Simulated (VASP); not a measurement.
# S (Fm-3m) in VASP: notebook

Runs on S. Level: PBE. Tasks: single point, relaxation of cell and atoms.

Everything below comes from runs of VASP 6.6.1. Logs are shortened: lines on timing, memory, paths and dates and some standing lists are left out, and cuts for length are marked.

### 1 The structure

Symmetry: Fm-3m, No. 225, cubic system. The conventional cell has a = 3.955 Å, b = 3.955 Å, c = 3.955 Å, α = 90.00°, β = 90.00°, γ = 90.00°. Around S (site symmetry m-3m) lie 12 S at 2.80 Å.

This isn't the form of S at room conditions, which is orthorhombic, of S8 rings.

### 2 Single point, PBE

File INCAR:

```
SYSTEM = S
PREC     = Accurate       ! precision mode
ENCUT    = 520            ! plane-wave cutoff, eV
EDIFF    = 1E-7           ! SCF threshold, eV
ISMEAR   = -1             ! smearing method
SIGMA    = 0.08           ! smearing width, eV
LREAL    = .False.        ! projectors in reciprocal space
LASPH    = .True.         ! aspherical terms in the spheres
NELM     = 100            ! most SCF steps
ALGO     = Normal         ! electronic algorithm
ISIF     = 2              ! what is computed and relaxed
LWAVE    = .False.        ! write WAVECAR
LCHARG   = .False.        ! write CHGCAR
GGA      = PE             ! functional
NBANDS   = 9              ! bands
```

File KPOINTS:

```
regular mesh
0
Gamma
  16 16 16
  0 0 0
```

File POSCAR:

```
S
1.0
    0.0000000000      1.9772817888      1.9772817888
    1.9772817888      0.0000000000      1.9772817888
    1.9772817888      1.9772817888      0.0000000000
S
1
Direct
    0.0000000000      0.0000000000      0.0000000000
```

Potentials or basis: VASP PAW PBE potentials, release 64 (S).

On the command line:

```
> cat potpaw_PBE.64/S/POTCAR > POTCAR
> mpirun -np 1 vasp_std > vasp.out
```

OUTCAR:

```text
SYSTEM = S
   PREC = Accurate
   ENCUT = 520
   EDIFF = 1E-7
   ISMEAR = -1
   LREAL = .False.
   LASPH = .True.
   NELM = 100
   ISIF = 2
   GGA = PE

 ion  position               nearest neighbor table
   1  0.000  0.000  0.000-

  LATTYP: Found a face centered cubic cell.
 ALAT       =     3.9545635776

  Lattice vectors:

 A1 = (   0.0000000000,   1.9772817888,   1.9772817888)
 A2 = (   1.9772817888,   0.0000000000,   1.9772817888)
 A3 = (   1.9772817888,   1.9772817888,   0.0000000000)

Analysis of symmetry for initial positions (statically):
=====================================================================
 Subroutine PRICEL returns:
 Original cell was already a primitive cell.

 Routine SETGRP: Setting up the symmetry group for a
 face centered cubic supercell.

 Subroutine GETGRP returns: Found 48 space group operations
 (whereof 48 operations were pure point group operations)
 out of a pool of 48 trial point group operations.

The static configuration has the point symmetry O_h .

Analysis of symmetry for dynamics (positions and initial velocities):
=====================================================================
 Subroutine PRICEL returns:
 Original cell was already a primitive cell.

 Routine SETGRP: Setting up the symmetry group for a
 face centered cubic supercell.

 Subroutine GETGRP returns: Found 48 space group operations
 (whereof 48 operations were pure point group operations)
 out of a pool of 48 trial point group operations.

The dynamic configuration has the point symmetry O_h .

 Subroutine INISYM returns: Found 48 space group operations
 (whereof 48 operations are pure point group operations),
 and found     1 'primitive' translations

----------------------------------------------------------------------------------------

                                     Primitive cell

  volume of cell :      15.4609

  direct lattice vectors                    reciprocal lattice vectors
     0.000000000  1.977281789  1.977281789    -0.252872404  0.252872404  0.252872404
     1.977281789  0.000000000  1.977281789     0.252872404 -0.252872404  0.252872404
     1.977281789  1.977281789  0.000000000     0.252872404  0.252872404 -0.252872404

  length of vectors
     2.796298722  2.796298722  2.796298722     0.437987852  0.437987852  0.437987852

  position of ions in fractional coordinates (direct lattice)
     0.000000000  0.000000000  0.000000000

  ion indices of the primitive-cell ions
   primitive index   ion index
                 1           1

----------------------------------------------------------------------------------------

 KPOINTS: regular mesh

Automatic generation of k-mesh.
 Grid dimensions read from file:
 generate k-points for:   16   16   16

 Generating k-lattice:

  Cartesian coordinates                     Fractional coordinates (reciprocal lattice)
    -0.015804525  0.015804525  0.015804525     0.062500000  0.000000000  0.000000000
     0.015804525 -0.015804525  0.015804525     0.000000000  0.062500000  0.000000000
     0.015804525  0.015804525 -0.015804525     0.000000000  0.000000000  0.062500000

  Length of vectors
     0.027374241  0.027374241  0.027374241

  Shift w.r.t. Gamma in fractional coordinates (k-lattice)
     0.000000000  0.000000000  0.000000000

 Subroutine IBZKPT returns following result:
 ===========================================

 Found    145 irreducible k-points:

 Following reciprocal coordinates:
            Coordinates               Weight
  0.000000  0.000000  0.000000      1.000000
  0.062500  0.000000  0.000000      8.000000
  0.125000  0.000000  0.000000      8.000000
  0.187500  0.000000  0.000000      8.000000
  0.250000  0.000000  0.000000      8.000000
  0.312500  0.000000  0.000000      8.000000
[... 16 lines left out ...]
 -0.125000  0.062500  0.000000     24.000000
 -0.062500  0.062500  0.000000     12.000000
 [... further k-points ...]
   k-points           NKPTS =    145   k-points in BZ     NKDIM =    145   number of bands    NBANDS=      9
   number of dos      NEDOS =    301   number of ions     NIONS =      1
   total plane-waves  NPLWV =  13824
   dimension x,y,z NGX =    24 NGY =   24 NGZ =   24
   dimension x,y,z NGXF=    48 NGYF=   48 NGZF=   48
   ions per type =               1
   NGX,Y,Z   is equivalent  to a cutoff of  14.27, 14.27, 14.27 a.u.
   NGXF,Y,Z  is equivalent  to a cutoff of  28.54, 28.54, 28.54 a.u.
 SYSTEM =  S
   PREC   = accura    normal or accurate (medium, high low for compatibility)
   ISTART =      0    job   : 0-new  1-cont  2-samecut
   ICHARG =      2    charge: 1-file 2-atom 10-const
   ISPIN  =      1    spin polarized calculation?
   LNONCOLLINEAR =      F non collinear calculations
   LSORBIT =      F    spin-orbit coupling
   LASPH  =      T    aspherical Exc in radial PAW
   ENCUT  =  520.0 eV  38.22 Ry    6.18 a.u.   5.20  5.20  5.20*2*pi/ulx,y,z
   NELM   =    100;   NELMIN=  2; NELMDL= -5     # of ELM steps
   EDIFF  = 0.1E-06   stopping-criterion for ELM
   LREAL  =      F    real-space projection
   EDIFFG = 0.1E-05   stopping-criterion for IOM
   NSW    =      0    number of steps for IOM
   IBRION =     -1    ionic relax: 0-MD 1-quasi-New 2-CG
   NFREE  =      0    steps in history (QN), initial steepest desc. (CG)
   ISIF   =      2    stress and relaxation
   ISYM   =      2    0-nonsym 1-usesym 2-fastsym
   POTIM  = 0.5000    time-step for ionic-motion
   TEBEG  =    0.0;   TEEND  =   0.0 temperature during run
   PSTRESS=    0.0 pullay stress
   NELECT =       6.0000    total number of electrons
   NUPDOWN=      -1.0000    fix difference up-down
   EMIN   =  10.00;   EMAX   =-10.00  energy-range for DOS
   EFERMI =   0.00;   METHOD = LEGACY
   ISMEAR =    -1;   SIGMA  =   0.08  broadening in eV -4-tet -1-fermi 0-gaus
   EFERMI_NEDOS =   21; number of points for ismear=-14 and -15
   IALGO  =     38    algorithm
   IMIX   =      4    mixing-type and parameters
     AMIX     =   0.40;   BMIX     =  1.00
     AMIX_MAG =   1.60;   BMIX_MAG =  1.00
  volume/ion in A,a.u.               =      15.46       104.34
  Fermi-wavevector in a.u.,A,eV,Ry     =   1.194116  2.256553 19.400739  1.425914
  Thomas-Fermi vector in A             =   2.330114
   LORBIT       =      0    0 simple, 1 ext, 2 COOP (PROOUT), +10 PAW based schemes
   GGA     = PE    functional components
   LHFCALC =     F    Hartree Fock is set to
   AEXX    =    0.0000 exact exchange contribution
   IVDW    =     0    specifies the selected vdW correction
   LEPSILON=     F    determine dielectric tensor
   LRPA    =     F    only Hartree local field effects (RPA)
 non-spin polarized calculation
  energy-cutoff  :      520.00
  volume of cell :       15.46
 maximum number of plane-waves:       444
 NGX is ok and might be reduce to    24

 number of electron       5.9999999 magnetization

 Free energy of the ion-electron system (eV)
  ---------------------------------------------------
  ext. energy  EPLUGINS =         0.00000000
  ---------------------------------------------------
  free energy    TOTEN  =        -2.83922754 eV

  energy without entropy =       -2.82508555  energy(sigma->0) =       -2.83215654

 E-fermi :   7.8084     XC(G=0): -11.2912

 val. band max:        7.8077379423   @ k =  -0.4375   0.3125   0.0000
 cond. band min:       7.8229504027   @ k =  -0.3750   0.3125   0.0625
 fundamental gap:      0.0152124604
 Fermi energy:         7.8083637892

 k-point     1 :       0.0000    0.0000    0.0000
  band No.  band energies     occupation
      1      -9.1606      2.00000
      2      11.1161      0.00000
      3      11.1161      0.00000
      4      11.1161      0.00000
      5      19.9193      0.00000
      6      19.9193      0.00000
      7      19.9193      0.00000
      8      22.5554      0.00000
      9      25.3576      0.00000

 k-point     2 :       0.0625    0.0000    0.0000
  band No.  band energies     occupation
      1      -9.0658      2.00000
      2      10.5738      0.00000
      3      11.0427      0.00000
      4      11.0427      0.00000
      5      19.7470      0.00000
      6      20.0867      0.00000
      7      20.0867      0.00000
      8      22.8650      0.00000
      9      25.0590      0.00000

 k-point     3 :       0.1250    0.0000    0.0000
  band No.  band energies     occupation
      1      -8.7831      2.00000
      2       9.1974      0.00000
      3      10.8482      0.00000
      4      10.8482      0.00000
      5      19.2830      0.00000
      6      20.4876      0.00000
      7      20.4876      0.00000
      8      23.7428      0.00000
      9      24.4694      0.00000

 k-point     4 :       0.1875    0.0000    0.0000
  band No.  band energies     occupation
      1      -8.3186      2.00000
      2       7.4102      1.98630
      3      10.5901      0.00000
      4      10.5901      0.00000
      5      18.7273      0.00000
      6      20.7662      0.00000
      7      20.7662      0.00000
      8      24.2310      0.00000
      9      24.2311      0.00000
[... 205 lines left out ...]
 k-point    22 :      -0.1875    0.0625    0.0000
  band No.  band energies     occupation
      1      -8.0431      2.00000
      2       6.7955      1.99999
      3       9.7284      0.00000
      4      10.7637      0.00000
      5      18.7907      0.00000
      6      20.7014      0.00000
      7      20.8508      0.00000
      8      23.2972      0.00000
      9      23.9221      0.00000

 k-point    23 :      -0.1250    0.0625    0.0000
  band No.  band energies     occupation
      1      -8.5648      2.00000
      2       8.5854      0.00012
      3      10.0883      0.00000
      4      10.9846      0.00000
      5      19.1758      0.00000
      6      20.5388      0.00000
      7      20.8364      0.00000
      8      23.4376      0.00000
      9      23.6214      0.00000

 k-point    24 :      -0.0625    0.0625    0.0000
  band No.  band energies     occupation
      1      -8.9083      2.00000
      2       9.9696      0.00000
      3      10.5504      0.00000
      4      11.0914      0.00000
      5      19.4841      0.00000
      6      20.1832      0.00000
      7      20.5104      0.00000
      8      23.2686      0.00000
      9      24.2319      0.00000

 [... further k-points ...]

------------------------ aborting loop because EDIFF is reached ----------------------------------------

  FORCE on cell =-STRESS in cart. coord.  units (eV):
  Direction    XX          YY          ZZ          XY          YZ          ZX
  --------------------------------------------------------------------------------------
  -------------------------------------------------------------------------------------
  Total        0.2013634      0.2013634      0.2013634      0.0000000      0.0000000     -0.0000000
  in kB       20.8667833     20.8667833     20.8667833      0.0000000      0.0000000     -0.0000000
  external PRESSURE =      20.8667833 kB  Pullay stress =       0.0000000 kB

 VOLUME and BASIS-vectors are now :
 -----------------------------------------------------------------------------
  energy-cutoff  :      520.00
  volume of cell :       15.46
      direct lattice vectors                 reciprocal lattice vectors
     0.000000000  1.977281789  1.977281789    -0.252872404  0.252872404  0.252872404
     1.977281789  0.000000000  1.977281789     0.252872404 -0.252872404  0.252872404
     1.977281789  1.977281789  0.000000000     0.252872404  0.252872404 -0.252872404

 POSITION                                       TOTAL-FORCE (eV/Angst)
 -----------------------------------------------------------------------------------
      0.00000      0.00000      0.00000        -0.000000     -0.000000      0.000000
 -----------------------------------------------------------------------------------
    total drift:                                0.000000     -0.000000      0.000000

  FREE ENERGIE OF THE ION-ELECTRON SYSTEM (eV)
  ---------------------------------------------------
  free  energy   TOTEN  =        -2.8392275359 eV

  energy  without entropy=       -2.8250855500  energy(sigma->0) =       -2.83215654
```

Run time: 50 s. Hardware: 1 thread of AMD EPYC 7R43 (Zen 3), shared host; peak memory 0.11 GiB.

What came out:

```yaml
Free_energy: -2.8392 eV
Pressure: 2.1 GPa
Band_gap_on_the_k_mesh: none (metal or under the smearing width)
```

### 3 Relaxation of cell and atoms, PBE, target pressure 2.3 GPa, at which the enthalpy is minimised

File INCAR:

```
ALGO = Normal ; EDIFF = 1E-6
EDIFFG = -0.005 ; ENCUT = 600
GGA = PE ; IBRION = 2
ISIF = 3 ; ISMEAR = -1
LASPH = True ; LCHARG = False
LREAL = False ; LWAVE = False
NELM = 100 ; NSW = 32
PREC = Accurate ; PSTRESS = 23.0
SIGMA = 0.08
```

File KPOINTS:

```
k-points
0
Gamma
  16 16 16
```

File POSCAR:

```
S
1.0
    0.0000000000      1.9769062630      1.9769062630
    1.9769062630      0.0000000000      1.9769062630
    1.9769062630      1.9769062630      0.0000000000
S
1
Direct
    0.0000000000      0.0000000000      0.0000000000
```

Potentials or basis: VASP PAW PBE potentials, release 64 (S).

On the command line:

```
> cat potpaw_PBE.64/S/POTCAR > POTCAR
> mpirun -np 1 vasp_std > vasp.out
```

It took 54 s on 1 thread of AMD EPYC 7R43 (Zen 3), shared host; peak memory 0.1 GiB.

The run converged. Its results:

```
Free energy                                            : -2.8387 eV
Relaxed volume                                         : 15.42 Å³/atom
Relaxed cell                                           : a = 2.794 Å, b = 2.794 Å, c = 2.794 Å, α = 60.00°, β = 60.00°, γ = 60.00°
Space group after relaxing (to 0.05 Å)                 : Fm-3m (No. 225)
Energy change on relaxing (the enthalpy is what falls) : +0.4 meV/atom
Ionic steps                                            : 2
Pressure after relaxing                                : 2.3 GPa
Band gap on the k mesh                                 : none (metal or under the smearing width)
```

Step by step:
```tsv
step	energy change (eV)	largest force (eV/Å)	pressure (GPa)	volume (Å³)
1	0.0000	0.0000	2.16	15.45
2	0.0004	0.0000	2.35	15.42
```

Final structure:
```
S
1.0
     0.00000    1.97560    1.97560
     1.97560    0.00000    1.97560
     1.97560    1.97560    0.00000
S
1
Direct
  0.00000 0.00000 0.00000
```

Levels at points of the mesh, in eV from the Fermi level:
```csv
k point,band 1,band 2,band 3,band 4,band 5,band 6
"(0.00, 0.00, 0.00)",-17.00,3.32,3.32,3.32,12.11,12.11
"(0.50, 0.00, 0.00)",-12.73,-7.65,1.97,1.97,9.53,11.32
"(0.50, 0.50, 0.00)",-11.00,-6.63,-0.86,-0.86,5.31,5.77
```

Caveat: the cell is relaxed towards a set pressure, so the enthalpy falls and the energy may rise.

### 4 Single point, PBE

This run uses another cell than the first one: it holds 2 atoms, not 1.

File INCAR:

```
PREC = Accurate
ENCUT = 520
EDIFF = 1E-7
ISMEAR = -1
SIGMA = 0.08
LREAL = F
LASPH = T
NELM = 100
ALGO = Normal
ISIF = 2
LWAVE = F
LCHARG = T
GGA = PE
LELF = T
LVHAR = T
NBANDS = 13
```

File KPOINTS:

```
regular mesh
0
Gamma
  15 15 8
```

File POSCAR:

```
S
1.0
    3.3002757072      0.0000000000      0.0000000000
   -1.6501378536      2.8581226020      0.0000000000
    0.0000000000      0.0000000000      3.5023608643
S
2
Direct
    0.3333333333      0.6666666667      0.2500000000
    0.6666666667      0.3333333333      0.7500000000
```

On the command line:

```
> cat potpaw_PBE.64/S/POTCAR > POTCAR
> mpirun -np 1 vasp_std > vasp.out
```

Wall time 2.4 min (1 thread of AMD EPYC 7R43 (Zen 3), shared host); peak memory 0.14 GiB.

It converged, with:

```
Free energy            : -6.5704 eV
Pressure               : 2.1 GPa
Band gap on the k mesh : none (metal or under the smearing width)
```

Levels at points of the mesh, in eV from the Fermi level:
| k point | band 2 | band 3 | band 4 | band 5 | band 6 | band 7 | band 8 | band 9 | band 10 | band 11 |
| --- | --- | --- | --- | --- | --- | --- | --- | --- | --- | --- |
| (0.00, 0.00, 0.00) | -9.09 | -5.65 | -2.55 | -2.55 | 0.86 | 0.86 | 3.81 | 4.14 | 9.20 | 10.63 |
| (0.00, 0.00, 0.50) | -14.50 | -0.71 | -0.71 | -0.71 | -0.71 | -0.45 | -0.45 | 8.24 | 8.24 | 8.24 |

[end of part 1 of 2]
